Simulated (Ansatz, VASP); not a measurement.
# B28P27 (start site: B_i (6-fold void)) in two plane-wave programs, part 2 of 2

One calculation is typed for both programs; each brings its own data sets. How far apart do they land? Of the first pair: The structure shown is the start of the Ansatz relaxation below; VASP solves that cell, so the two are compared at the walk's first step.

VASP 6.6.1 and Ansatz 0.2.0.

So far. Step 3 (VASP: single point, r2SCAN, start cell, pair 1): The run ends at a pressure of 1.71 GPa, with forces up to 2.9 eV/Å.

### 6. VASP: single point, r2SCAN, relaxed atoms in a fixed cell, pair 2

Level of this step: r2SCAN, spin-polarised from a ferromagnetic start; plane waves and PAW (B, P) (VASP).

The same cell, functional and mesh now go to VASP, with its own data sets.

INCAR

```
SYSTEM = B28P27
PREC = Accurate
ENCUT = 460
EDIFF = 1E-06
NELM = 200
ISMEAR = 0
SIGMA = 0.01
LREAL = Auto
ALGO = Normal
METAGGA = R2SCAN
LASPH = .TRUE.
NBANDS = 148
ISPIN = 2
MAGMOM = 0 0.01 0 0 0.02 0 0 0.02 0 0 0 0 0 0.02 0 0 0 0 0 0.01 0 0 0.01 0 0 0 0 0.15 0 0 0 0 0 0 0.02 0 0 0.02 0 0 0.02 0 0 0.02 0 0 0.03 0 0 0 0 0 0.02 0 0
LORBIT = 11
LWAVE = .FALSE.
LCHARG = .FALSE.
ISIF = 2
ISYM = 0
NUPDOWN = 1
GGA_COMPAT = .FALSE.
LMIXTAU = .TRUE.
```

POSCAR

```
B28P27
1.0
    0.0000000000      6.8048027100      6.8048027100
    6.8048027100      0.0000000000      6.8048027100
    6.8048027100      6.8048027100      0.0000000000
B P
28 27
Direct
    0.0025850589      0.9996541121      0.9946479156
    0.9932166160      0.9996807715      0.3407749314
    0.9998212683      0.9998107013      0.6670708198
    0.0026484930      0.3366265710      0.9946707731
    0.0004006849      0.3343500372      0.3355960769
    0.9992449907      0.3332011421      0.6678652268
    0.9998120730      0.6669581306      0.9997320230
    0.0003527446      0.6630866659      0.3357423255
    0.9998320764      0.6666933347      0.6670533197
    0.3323169555      0.0007309881      0.9998418786
    0.3328234527      0.0007394530      0.3334401045
    0.3325234658      0.9998569516      0.6673006752
    0.3329877840      0.3337712820      0.9997371040
    0.3291599401      0.3342852996      0.3357495192
    0.3327018995      0.3337928901      0.6670932964
    0.3329801024      0.6669579254      0.9997914798
    0.3328017683      0.6666957329      0.3333294194
    0.3331043476      0.6670671718      0.6662225679
    0.6667668406      0.0007303131      0.9997839769
    0.6657952027      0.9996659264      0.3412192673
    0.6651273074      0.9991045006      0.6700679937
    0.6656785610      0.3366291927      0.9945118442
    0.6657277740      0.3271187157      0.3409116919
    0.6658482825      0.3337960567      0.6670635559
    0.6667817323      0.6662748392      0.9998210305
    0.6668111199      0.6667474969      0.3334217627
    0.6659036657      0.6665115525      0.6672541605
    0.7888890566      0.1233652386      0.2972735708
    0.2496012291      0.2503620787      0.2496707360
    0.2490724781      0.2496716189      0.5847748661
    0.2505160359      0.2507937235      0.9154526282
    0.2496792283      0.5836510775      0.2496703522
    0.2496155430      0.5835919939      0.5831737641
    0.2497157485      0.5836882954      0.9163318693
    0.2495180431      0.9175032087      0.2490870976
    0.2496166921      0.9169507451      0.5832844071
    0.2504118823      0.9165894453      0.9156462039
    0.5809029093      0.2561868481      0.2401706621
    0.5810200935      0.2492114247      0.5878969752
    0.5826572625      0.2507742833      0.9153799486
    0.5835773766      0.5834355316      0.2490662799
    0.5829733651      0.5835983059      0.5832760169
    0.5825992693      0.5844456944      0.9155915012
    0.5834753932      0.9174302215      0.2490997478
    0.5809352280      0.9149337970      0.5881601162
    0.5821485224      0.9161149842      0.9189511454
    0.9220184454      0.2559082384      0.2403715849
    0.9157624673      0.2497378442      0.5847134686
    0.9158283314      0.2498243814      0.9179101561
    0.9164101604      0.5835632448      0.2496702494
    0.9157102252      0.5830380379      0.5847576203
    0.9168284373      0.5845134199      0.9154233129
    0.9221494340      0.9149052511      0.2403624021
    0.9152394927      0.9150457294      0.5878170967
    0.9167971692      0.9166427712      0.9154083974
```

KPOINTS

```
Points of the shifted mesh
8
Reciprocal
 0.2500000000  0.2500000000  0.2500000000 1
 0.2500000000  0.2500000000  0.7500000000 1
 0.2500000000  0.7500000000  0.2500000000 1
 0.2500000000  0.7500000000  0.7500000000 1
 0.7500000000  0.2500000000  0.2500000000 1
 0.7500000000  0.2500000000  0.7500000000 1
 0.7500000000  0.7500000000  0.2500000000 1
 0.7500000000  0.7500000000  0.7500000000 1
```

The projector-augmented-wave data sets are B and P (PBE family, release 64).

Started as:

```bash
$ export OMP_NUM_THREADS=3
$ mpirun -np 1 vasp_std
```

The log of the run:

```text
[banner, memory and clock lines left out]
running    1 mpi-ranks, on    1 nodes
[...]
Offloading initialized ...    1 GPUs detected
[...]
[... a notice as in an earlier step ...]

 LDA part: xc-table for (None), standard interpolation
 POSCAR, INCAR and KPOINTS ok, starting setup
[...]
entering main loop
       N       E                     dE             d eps       ncg     rms          rms(c)
DAV:   1     0.534904289735E+03    0.53490E+03   -0.92856E+04  4736   0.124E+03
DAV:   2    -0.453126769577E+03   -0.98803E+03   -0.93458E+03  5708   0.224E+02
DAV:   3    -0.517917707185E+03   -0.64791E+02   -0.63759E+02  5872   0.536E+01
DAV:   4    -0.519342621848E+03   -0.14249E+01   -0.14144E+01  5960   0.843E+00
[...]
DAV:  14    -0.467972337326E+03   -0.56867E-05   -0.15708E-05  5600   0.101E-02    0.170E-02
DAV:  15    -0.467972335991E+03    0.13349E-05   -0.47936E-06  5352   0.621E-03    0.620E-03
DAV:  16    -0.467972336672E+03   -0.68135E-06   -0.45536E-07  3224   0.184E-03
   1 F= -.46797234E+03 E0= -.46797234E+03  d E =-.468526E-06  mag=     1.0000
```

OUTCAR, selected parts (step 6):

```text
  FREE ENERGIE OF THE ION-ELECTRON SYSTEM (eV)
  ---------------------------------------------------
  free  energy   TOTEN  =      -467.9723366724 eV

  energy  without entropy=     -467.9723362038  energy(sigma->0) =     -467.97233644

 magnetization (x)
# of ion       s       p       d       tot
------------------------------------------
    1        0.000   0.003   0.000   0.004
    2        0.004  -0.002   0.000   0.003
    3       -0.000   0.001   0.000   0.001
    4        0.000   0.003   0.000   0.004
    5        0.007   0.019   0.000   0.026
    6        0.001   0.000   0.000   0.001
    7        0.001   0.001   0.000   0.002
    8        0.008   0.016   0.000   0.023
    9        0.000   0.001   0.000   0.001
   10        0.000  -0.001   0.000  -0.000
   11        0.000   0.001   0.000   0.001
   12       -0.000   0.001   0.000   0.001
   13        0.001   0.001   0.000   0.002
[...]
--------------------------------------------------
tot          0.240   0.250   0.000   0.490

[... 1 part as in an earlier step ...]
```

The run ends at a pressure of 1.00 GPa, with forces up to 0.055 eV/Å.

### 7. Comparison

What differs besides the data sets and the points named for the pairs above, as far as they apply: site moments are counted in spheres of each program's own size. Total energies have different zeros and are not compared.

The two programs side by side:

```
                             quantity  Ansatz  VASP  difference
total moment, fixed by the input (μB)    1.00  1.00        0.00
                   moment on B28 (μB)    0.15  0.19       -0.04
```

The largest component of a force difference here is 39 meV/Å.

### 8. What came out

```yaml
r_m_s_force_difference_single_point_r2scan_start_cell_pair_1: 1.2 % of the r.m.s. force
difference_in_moment_on_b28_single_point_r2scan_relaxed_atoms_in_a_fixed_cell_pair_2: -0.037 μB
r_m_s_force_difference_single_point_r2scan_relaxed_atoms_in_a_fixed_cell_pair_2: 6.6 meV/Å
```

**Reading.** The r.m.s. force difference is 6.6 meV/Å (single point, r2SCAN, relaxed atoms in a fixed cell, pair 2), within the 12 meV/Å picked in this series as the mark of a large difference. How closely two codes agree says nothing of how well the functional describes the real material.

[Lines on the potential files, build, host, timing and source positions are cut from VASP's logs without a mark.]

[Logs are printed without paths, hosts, clocks, repeated set-up lines and the standing remarks that a program may print on its own settings, such as how far it seeks lower states.]

[Hosts, paths, dates, database ids (printed as entryN), source tags and the programs' standing remarks are cut or masked in the printed files.]
